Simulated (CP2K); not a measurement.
Runs of CP2K 2026.2 on As. Symmetry: Pm-3m, No. 221, cubic system. The conventional cell has a = 2.704 Å, b = 2.704 Å, c = 2.704 Å, α = 90.00°, β = 90.00°, γ = 90.00°. As (site symmetry m-3m) has 6 As at 2.70 Å as nearest neighbours. This isn't the form of As at room conditions, which is rhombohedral.

```tsv
task	level	potentials or basis	smearing	EPS_DEFAULT	NGRIDS	basis sets	potentials	CUTOFF of the grids	gap on the mesh (eV)	pressure (GPa)	V0 of scaled cells (Å³/atom)	B0 (GPa)
equation of state	r2SCAN	POTENTIAL_UZH As GTH-SCAN-q5; TZVP-MOLOPT-SCAN-GTH basis	fermi-dirac 0.05 eV	1.0E-9	5	As TZVP-MOLOPT-SCAN-GTH-q5	As GTH-SCAN-q5 of POTENTIAL_UZH	675 Ry	-	-	19.46	89
equation of state	LDA	GTH_POTENTIALS As GTH-PADE-q5; TZVP-MOLOPT-PBE-GTH basis	fermi-dirac 0.05 eV	1.0E-9	5	As TZVP-MOLOPT-PBE-GTH-q5	As GTH-PADE-q5 of GTH_POTENTIALS	450 Ry	-	-	19.07	93
band structure	LDA	GTH_POTENTIALS As GTH-PADE-q5; TZVP-MOLOPT-PBE-GTH basis	fermi-dirac 0.05 eV	1.0E-9	4	As TZVP-MOLOPT-PBE-GTH-q5	As GTH-PADE-q5 of GTH_POTENTIALS	450 Ry	none	(b)	-	-
band structure	SCAN	POTENTIAL_UZH As GTH-SCAN-q5; TZVP-MOLOPT-SCAN-GTH basis	fermi-dirac 0.05 eV	1.0E-9	4	As TZVP-MOLOPT-SCAN-GTH-q5	As GTH-SCAN-q5 of POTENTIAL_UZH	675 Ry	none	-0.2	-	-
equation of state	LDA	GTH_POTENTIALS As GTH-PADE-q5; TZVP-MOLOPT-PBE-GTH basis	fermi-dirac 0.05 eV	1.0E-10	4	As TZVP-MOLOPT-PBE-GTH-q5	As GTH-PADE-q5 of GTH_POTENTIALS	450 Ry	-	-	19.07	93
band structure	TASK	POTENTIAL_UZH As GTH-SCAN-q5; TZVP-MOLOPT-SCAN-GTH basis	fermi-dirac 0.01 eV	1.0E-10	4	As TZVP-MOLOPT-SCAN-GTH-q5	As GTH-SCAN-q5 of POTENTIAL_UZH	675 Ry	none	1.0	-	-
equation of state	r2SCAN	POTENTIAL_UZH As GTH-SCAN-q5; TZVP-MOLOPT-SCAN-GTH basis	fermi-dirac 0.01 eV	1.0E-9	4	As TZVP-MOLOPT-SCAN-GTH-q5	As GTH-SCAN-q5 of POTENTIAL_UZH	675 Ry	-	-	19.45	89
equation of state	LDA	GTH_POTENTIALS As GTH-PADE-q5; TZVP-MOLOPT-PBE-GTH basis	fermi-dirac 0.1 eV	1.0E-9	4	As TZVP-MOLOPT-PBE-GTH-q5	As GTH-PADE-q5 of GTH_POTENTIALS	450 Ry	-	-	19.07	(a)
```

Alike in all rows: no spin polarisation; cell as given; k mesh 10 × 10 × 10.

Problem. Fill in the values left out.

Solution. (a) 94; (b) -3.1.

Caveats: the basis of atomic orbitals isn't converged, which shifts pressures, moduli and gaps; the potentials were made for another functional, which shifts forces and pressure (some runs).

A k mesh can miss the band edges, and the runs leave out spin-orbit coupling on As.

A gap of «none» marks a metal or a gap under the smearing width.

Not every run made on this cell is shown here.
